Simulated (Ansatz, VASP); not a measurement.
**SiO2 (Quartz): VASP beside Ansatz**

Wanted: the spread between two codes on one cell, functional and k mesh. The structure shown comes from an earlier Ansatz run, which isn't shown and may have moved the atoms alone.

Method: plane waves, with VASP 6.6.1 beside it; elastic constants at LDA, in Ansatz 0.2.0.

## (1) The structure

The structure is trigonal, space group P3_121 (No. 152). Conventional cell: a = 4.866 Å, b = 4.866 Å, c = 5.365 Å, α = 90.00°, β = 90.00°, γ = 120.00°. Nearest to Si lie 4 O at 1.61 Å. Nearest to O lie 2 Si at 1.61 Å. Farther neighbours and most contacts between anions are not listed.

Structure file:

```cif
data_structure
_symmetry_space_group_name_H-M 'P 1'
_symmetry_Int_Tables_number 1
_cell_length_a 4.8659
_cell_length_b 4.8659
_cell_length_c 5.3648
_cell_angle_alpha 90.000
_cell_angle_beta 90.000
_cell_angle_gamma 120.000
_cell_volume 110.00
loop_
_atom_site_label
_atom_site_type_symbol
_atom_site_fract_x
_atom_site_fract_y
_atom_site_fract_z
_atom_site_occupancy
Si1 Si 0.53527 0.00000 0.33333 1
Si2 Si 0.00000 0.53527 0.66667 1
Si3 Si 0.46473 0.46473 0.00000 1
O4 O 0.13500 0.41115 0.88788 1
O5 O 0.58885 0.72385 0.22121 1
O6 O 0.27615 0.86500 0.55455 1
O7 O 0.41115 0.13500 0.11212 1
O8 O 0.72385 0.58885 0.77879 1
O9 O 0.86500 0.27615 0.44545 1
```

## (2) Ansatz: elastic constants, LDA

Ansatz runs on its default PAW (the set named soft_2) files.

Elastic constants are differences of stresses under small strains, so they test the stress and the mesh.

Input file input.yaml:

```yaml
crystal:
  lattice:
    - [4.86586656, 0.0, 0.0]
    - [-2.43293328, 4.2139640524, 0.0]
    - [0.0, 0.0, 5.3648178668]
  atoms:
    - { symbol: Si, position: [0.5352768297, 0.0, 0.3333333333] }
    - { symbol: Si, position: [0.0, 0.5352768297, 0.6666666667] }
    - { symbol: Si, position: [0.4647231703, 0.4647231703, 0.0] }
    - { symbol: O, position: [0.1349937837, 0.4111472603, 0.8878819592] }
    - { symbol: O, position: [0.5888527397, 0.7238465234, 0.2212152925] }
    - { symbol: O, position: [0.2761534766, 0.8650062163, 0.5545486258] }
    - { symbol: O, position: [0.4111472603, 0.1349937837, 0.1121180408] }
    - { symbol: O, position: [0.7238465234, 0.5888527397, 0.7787847075] }
    - { symbol: O, position: [0.8650062163, 0.2761534766, 0.4454513742] }
kpoints:
  mp_grid: { grid: [3, 3, 2] }
hamiltonian:
  xc: lda
scf:
  occupations: { method: gaussian, width: 0.02 }
output:
  forces: true
  stress: true
  eigenvalues: true
elastic:
  mode: relaxed_ion
  stencil: two_point
```

On the command line:

```sh
$ ansatz run input.yaml --threads 8 --pin off --max-ram 16384MiB --backend cpu --events-out ev --progress --plain --runs-dir out
```

Numbers of over 12 decimals in the logs are rounded to 6 here.

The program printed:

```text
Engine: ansatz 0.2.0, aarch64-unknown-linux-gnu
Pseudopotentials: kind: paw
Pseudopotential: Si, paw, valence charge 4, recommended cutoff 420 eV (normal), Si.paw.azcp
Pseudopotential: O, paw, valence charge 6, recommended cutoff 420 eV (normal), O.paw.azcp
Functional definition: SPW92
  exchange = slater_x
  correlation = pw_c
Crystal: 9 atoms, lattice volume = 110.003 Å³
Basis set: ecut = 420 eV, 2135 PW (Γ)
Bands: 33, of which v1, the nominal top of the filled ones, is band 24 counted from 1 (23 counted from 0)
Symmetry: 6 space group operations
Space group: P3121 (ITA 152), of the structure as read, at distance tolerance 4.8e-5 Å
k-points: 6 of 18 (time reversal used)
Non-local potential: Si, projectors of the file, l = 0: 2, l = 1: 2, l = 2: 2
Non-local potential: O, projectors of the file, l = 0: 2, l = 1: 2, l = 2: 1
PAW form: soft (Blöchl's): semilocal exchange-correlation on the pseudo side does not see the compensation charge
PAW frozen core: Si, regenerated for the run's functional, and the local potential with it (the file was generated under x = pbe(κ = 0.804, μ = 0.219515), c = pbe(β = 0.066725))
PAW frozen core: O, regenerated for the run's functional, and the local potential with it (the file was generated under x = pbe(κ = 0.804, μ = 0.219515), c = pbe(β = 0.066725))
PAW one-centre angular grid: Si, 110 points (default); XC on 64 Gauss nodes
PAW one-centre angular grid: O, 110 points (default); XC on 64 Gauss nodes
Initial density: superposition of atomic densities (neutral atoms: chi_scale 0, normalization atom), corrected by the library's trained network
Initial wavefunctions: pseudopotential atomic-orbital guess
Functional: x = slater, c = lda
SCF iter   1: F=—  HF=-5168.215192 eV  |F-HF|=—  |Δ(HF+E_count)|=         —  Δρ=1.38e-2  dr2=1.89e-1  ethr=1.77e-3  ⟨swp⟩=7.0  Hψ=1031  notcnv=0  defer=1
preconditioner: auto → Resta (q_TF=auto, 2.376 Å⁻¹)  ε∞=3.2  [insulator: Δε(μ)=5.672 eV  Ē_g=16.641 eV  σ=0.020 eV  W_gap=1.00  n_scr=22 (ndim 8)  ℏωp=24.5 eV  f_vac=0.097  D(μ)=0.00/eV (n_scr^D=0)  ε∞_Penn≈3.2]
SCF iter   2: F=—  HF=-5168.161565 eV  |F-HF|=—  |Δ(HF+E_count)|=   5.36e-2  Δρ=3.61e-3  dr2=5.54e-3  ethr=3.94e-4  ⟨swp⟩=2.3  Hψ=387  notcnv=0  defer=19
SCF iter   3: F=—  HF=-5168.160217 eV  |F-HF|=—  |Δ(HF+E_count)|=   1.35e-3  Δρ=1.74e-3  dr2=1.99e-3  ethr=1.16e-5  ⟨swp⟩=2.0  Hψ=260  notcnv=0  defer=19
SCF iter   4: F=—  HF=-5168.159694 eV  |F-HF|=—  |Δ(HF+E_count)|=   5.23e-4  Δρ=1.47e-4  dr2=2.98e-5  ethr=4.16e-6  ⟨swp⟩=2.0  Hψ=287  notcnv=0  defer=19
SCF iter   5: F=—  HF=-5168.159711 eV  |F-HF|=—  |Δ(HF+E_count)|=   1.79e-5  Δρ=2.36e-5  dr2=4.58e-7  ethr=6.20e-8  ⟨swp⟩=2.5  Hψ=326  notcnv=0  defer=19
SCF iter   6: F=—  HF=-5168.159711 eV  |F-HF|=—  |Δ(HF+E_count)|=   4.53e-7  Δρ=4.56e-6  dr2=2.22e-8  ethr=9.55e-10  ⟨swp⟩=3.0  Hψ=358  notcnv=0  defer=19
SCF iter   7: F=—  HF=-5168.159711 eV  |F-HF|=—  |Δ(HF+E_count)|=   2.42e-8  Δρ=8.66e-7  dr2=1.02e-9  ethr=4.63e-11  ⟨swp⟩=2.3  Hψ=238  notcnv=0  defer=19
SCF iter   8: F=—  HF=-5168.159711 eV  |F-HF|=—  |Δ(HF+E_count)|=  9.30e-10  Δρ=1.48e-7  dr2=2.37e-11  ethr=2.13e-12  ⟨swp⟩=2.5  Hψ=274  notcnv=0  defer=19
SCF iter   9: F=—  HF=-5168.159711 eV  |F-HF|=—  |Δ(HF+E_count)|=  1.82e-11  Δρ=1.95e-8  dr2=3.99e-13  ethr=4.94e-14 (applied; sched 1.00e-12)  ⟨swp⟩=2.3  Hψ=274  notcnv=0  defer=19
SCF iter  10: F=-5168.159711 eV  HF=-5168.159711 eV  |F-HF|=9.09e-13  |Δ(HF+E_count)|=    0.00e0  Δρ=3.07e-9  dr2=7.53e-15  ethr=1.00e-12  ⟨swp⟩=10.7  Hψ=854  notcnv=0
SCF 1 converged in 10 iterations: F = -5168.159711 eV  dr2 = 7.53e-15
  greatest PAW one-centre occupation: 0.858 electrons in one spin orbital (limit 2), on the O atom at site 7 (counted from 0), in its partial waves of l = 0
relax step   1: F+E_penalty+E_count = -5168.15971096 eV  Δ(F+E_penalty+E_count) = +0.000e0 eV  max|allowed force component| = 4.611e-4 eV/Å  Δτ_max = 0.0000 Å  (10 SCF iters, accepted)
[...]
relax step   4: F+E_penalty+E_count = -5168.16007099 eV  Δ(F+E_penalty+E_count) = -6.372e-7 eV  max|allowed force component| = 1.882e-4 eV/Å  Δτ_max = 0.0002 Å  (9 SCF iters, accepted)
[...]
relax step   5: F+E_penalty+E_count = -5168.16007099 eV  Δ(F+E_penalty+E_count) = -8.849e-10 eV  max|allowed force component| = 2.038e-5 eV/Å  Δτ_max = 0.0000 Å  (6 SCF iters, accepted)
iter 1 solved again at ethr=1.00e-12 eV; its pass at ethr=3.10e-3 eV (dr2=4.55e-14 eV) is discarded
SCF iter   1: F=—  HF=-5168.160071 eV  |F-HF|=—  |Δ(HF+E_count)|=         —  Δρ=4.86e-9  dr2=2.30e-14  ethr=1.00e-12  ⟨swp⟩=3.4  Hψ=1207  notcnv=0
SCF iter   2: F=-5168.160071 eV  HF=-5168.160071 eV  |F-HF|=0.00e0  |Δ(HF+E_count)|=  9.09e-13  Δρ=2.05e-9  dr2=5.23e-15  ethr=1.00e-12  ⟨swp⟩=4.2  Hψ=867  notcnv=0
SCF 45 converged in 2 iterations: F = -5168.160071 eV  dr2 = 5.23e-15
SCF converged after 10 iterations
Free energy (F): -5168.159711 eV
Harris-Foulkes:  -5168.159711 eV  (|F-HF|=0.00e0)
Internal energy: -5168.159711 eV  (E = F + TS)
E sigma→0 (E₀):  -5168.159711 eV
Fermi energy:    5.382111 eV
--- Per-component energies (eV) ---
  E_band       = -205.832908
  E_kinetic    = 1202.404589
  E_local      = -2881.590668  (includes V_loc(G=0)·N_el)
  E_nonlocal   = 376.810940
  E_hartree    = 1020.319635
  E_xc         = -602.920167
  E_vxc        = -705.624877  (∫ρ·V_xc dr)
  E_paw        = -2349.116996  (= ΣΔE_a)
  E_vpaw       = -238.488097  (= ΣTr[D̂ρ^β])
  E_aug_tail   = 0.015937  (compensation charges beyond the density's cutoff)
  E_ewald      = -1934.917501
  E_core_change = 0.834521  (= ΣΔE_core)
  E_smearing   = -0.000000  (= −TS)
  E_closure    = -0.000000  (closes the sum)
  Σ components = -5168.159711   (vs F -5168.159711, Δ=0.00e0)
--- Forces (eV/Å), atoms counted from 1 ---
  atom   1  Si     0.00000036     0.00000000     0.00000000
  atom   2  Si    -0.00000018     0.00000032    -0.00000000
  atom   3  Si    -0.00000018    -0.00000032     0.00000000
  atom   4  O     -0.00000098    -0.00000799    -0.00001183
  atom   5  O      0.00000741     0.00000315    -0.00001183
  atom   6  O     -0.00000643     0.00000485    -0.00001183
  atom   7  O     -0.00000643    -0.00000485     0.00001183
  atom   8  O     -0.00000098     0.00000799     0.00001183
  atom   9  O      0.00000741    -0.00000315     0.00001183
  max |Σ_I F_I| component: 8.79e-17 eV/Å
--- Stress (GPa, compression-positive) ---
       -0.005276       0.000000       0.000000
        0.000000      -0.005276      -0.000000
        0.000000      -0.000000      -0.004719
  P = ⅓ Tr σ = -0.0051 GPa (-0.051 kbar)
--- Band table (eV; the first three rows and the last of 6) ---
  k-point 0: bands = [... 20 lower, 1.4155, 1.6176, 2.1755, 2.1755, 8.2956, 11.5288, 11.5288, 12.1827, ... 5 higher]
  k-point 1: bands = [... 20 lower, 1.1845, 2.1742, 2.1742, 2.3968, 10.2766, 10.2766, 11.2723, 11.9568, ... 5 higher]
  k-point 2: bands = [... 20 lower, 1.4310, 1.6498, 2.2219, 2.3732, 9.7603, 11.6614, 11.6849, 12.1697, ... 5 higher]
  k-point 5: bands = [... 20 lower, 1.5216, 1.7119, 1.8869, 1.8869, 11.4364, 11.9809, 11.9809, 12.3426, ... 5 higher]
--- Elastic constants: 3 strain directions × 2 members + reference (group order 6) ---
  dense FFT box of the reference and of every strained cell: 36×36×36
  strains applied: 11, 33, 23; error gains: componentwise 1.00 (the most a stress slope's error grows in a printed constant), spectral 1.41 (1 for all six strains in a standard setting)
  reference relaxed by the batch: 4 steps; max|allowed force component| 4.61e-4 eV/Å at the deck's positions, 1.19e-5 at the last accepted step, 1.18e-5 by the solve of record
  largest displacement 5.1e-5 Å; the constants are those of the deck's cell at these positions:
  atoms:
    - { symbol: Si, position: [0.535269, 0, 0.333333] }
    - { symbol: Si, position: [-5.551115123125783e-17, 0.535269, 0.666667] }
    - { symbol: Si, position: [0.464731, 0.464731, 0] }
    - { symbol: O, position: [0.135005, 0.411150, 0.887879] }
    - { symbol: O, position: [0.588850, 0.723855, 0.221212] }
    - { symbol: O, position: [0.276145, 0.864995, 0.554545] }
    - { symbol: O, position: [0.411150, 0.135005, 0.112121] }
    - { symbol: O, position: [0.723855, 0.588850, 0.778788] }
    - { symbol: O, position: [0.864995, 0.276145, 0.445455] }
  C = ∂σ_k/∂η_j (tension-positive GPa; Voigt order 11 22 33 23 13 12):
        75.346     11.407     10.098     16.998      0.000      0.000
        11.407     75.346     10.098    -16.998      0.000      0.000
        10.057     10.057     98.750      0.000      0.000      0.000
        16.823    -16.823      0.000     53.305      0.000      0.000
         0.000      0.000      0.000      0.000     53.305     16.823
         0.000      0.000      0.000      0.000     16.998     31.970
  reference stress σ⁰ (GPa):      0.005      0.005      0.005      0.000     -0.000     -0.000
  C* (energy form; C + prestress term) asymmetry max|C*_kj − C*_jk| = 1.750e-1 GPa — a small one proves nothing (zero by symmetry where the batch's group is 432, −43m or m−3m); a large one is finite-difference/SCF noise where every solve meets its electron count
  moduli (Voigt/Reuss/Hill, GPa): K = 34.73/34.29/34.51   G = 42.24/34.44/38.34   E = 83.94   ν = 0.095
  mechanically stable: yes (min eigenvalue of sym C = 22.64 GPa)
  strain η (Voigt 11):  stress-route row diagonal C_11 = 75.35 GPa, energy-path curvature d²(F+E_count+ΔE)/dδ²/Ω₀ = 74.69 GPa
         δ    σ_11 (GPa)             F (eV)   n_scf  n_hpsi   n_pw
    -2.000e-3      -0.1452       -5168.1599294       2    2145   2164   relax 6 steps, max|allowed force component| 3.89e-5 eV/Å
     2.000e-3       0.1562       -5168.1600298       2    2144   2168   relax 6 steps, max|allowed force component| 3.59e-5 eV/Å
  strain η (Voigt 33):  stress-route row diagonal C_33 = 98.75 GPa, energy-path curvature d²(F+E_count+ΔE)/dδ²/Ω₀ = 95.94 GPa
         δ    σ_33 (GPa)             F (eV)   n_scf  n_hpsi   n_pw
    -2.000e-3      -0.1941       -5168.1592898       2    1623   2154   relax 5 steps, max|allowed force component| 1.27e-5 eV/Å
     2.000e-3       0.2009       -5168.1602291       2    1629   2164   relax 5 steps, max|allowed force component| 1.36e-5 eV/Å
  strain η (Voigt 23):  stress-route row diagonal C_44 = 53.31 GPa, energy-path curvature d²(F+E_count+ΔE)/dδ²/Ω₀ = 53.49 GPa
         δ    σ_23 (GPa)             F (eV)   n_scf  n_hpsi   n_pw
    -2.000e-3      -0.1066       -5168.1600797       2    2169   2164   relax 7 steps, max|allowed force component| 1.06e-5 eV/Å
     2.000e-3       0.1066       -5168.1600710       2    2160   2164   relax 5 steps, max|allowed force component| 2.04e-5 eV/Å
```

The column dr2 measures how far the density is from self-consistency, as an energy; F and HF (Harris–Foulkes) agree once it is small.

(Part 1 of 2 ends here.)

[Lines on the potential files, build, host, timing and source positions are cut from VASP's logs without a mark.]

[Logs are printed without paths, hosts, clocks, repeated set-up lines and the standing remarks that a program may print on its own settings, such as how far it seeks lower states.]

[Hosts, paths, dates, database ids (printed as entryN), source tags and the programs' standing remarks are cut or masked in the printed files.]
